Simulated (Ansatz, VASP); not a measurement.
## Two plane-wave programs on H6C2O

```
C O H
1.0
     7.52907    0.00000    0.00000
     0.00000    7.52907    0.00000
     0.00000    0.00000    7.52907
C O H
8 4 24
Cartesian
  6.5219 5.3483 -0.3482
  7.2208 4.3818 0.5740
  3.1769 3.7913 7.6498
  2.8303 2.3694 7.2254
  2.3594 6.0702 4.3172
  1.2722 7.1098 4.1673
  4.9781 1.6440 3.8690
  4.3018 2.9907 3.9603
  6.2296 3.7146 1.3688
  1.7852 2.3008 6.2620
  0.2756 6.5587 3.3036
  2.8864 2.8079 3.7741
  6.6876 3.0540 1.9147
  7.7975 3.6450 -0.0197
  7.9155 4.9393 1.2376
  7.2587 5.8588 -0.9938
  5.8106 4.8132 -1.0002
  5.9662 6.1147 0.2220
  2.1824 2.4813 5.3677
  3.7425 1.8563 6.8478
  2.4928 1.7940 8.1102
  4.0557 3.7967 8.3208
  3.4290 4.4099 6.7686
  2.3246 4.2719 8.1580
  -0.4875 7.1623 3.2902
  0.8456 7.3670 5.1619
  1.6968 8.0433 3.7404
  3.1763 6.4332 4.9653
  1.9450 5.1594 4.7884
  2.7943 5.8272 3.3262
  2.5068 3.6819 3.5615
  4.4904 3.4470 4.9539
  4.7006 3.6712 3.1876
  6.0471 1.7474 4.1236
  4.5328 0.9340 4.5849
  4.8772 1.2262 2.8533
```

Alike in both runs: functional PBEsol; k mesh 1 × 1 × 1; occupations fermi-dirac, width 0.02 eV; no spin polarisation.

Ansatz relaxed the structure, and its values are those at the end. VASP's run is a single point on that final structure, the one shown.

```csv
,VASP,Ansatz
version,VASP 6.6.1,Ansatz 0.2.0
potentials or method,"VASP PAW PBE potentials, release 64 (C, O, H)","scalar-relativistic, plane waves, PAW"
plane-wave cutoff (eV),520,420
valence electrons in the cell,80,80
```

```csv
,VASP,Ansatz,Ansatz less VASP
rms of the force components (eV/Å),0.045,0.051,+0.0068
```

With one functional, cell and mesh, what is left measures potentials, basis and numerics.

Caveats: the PAW data sets were made with another functional, which shifts forces and pressure a little (VASP).
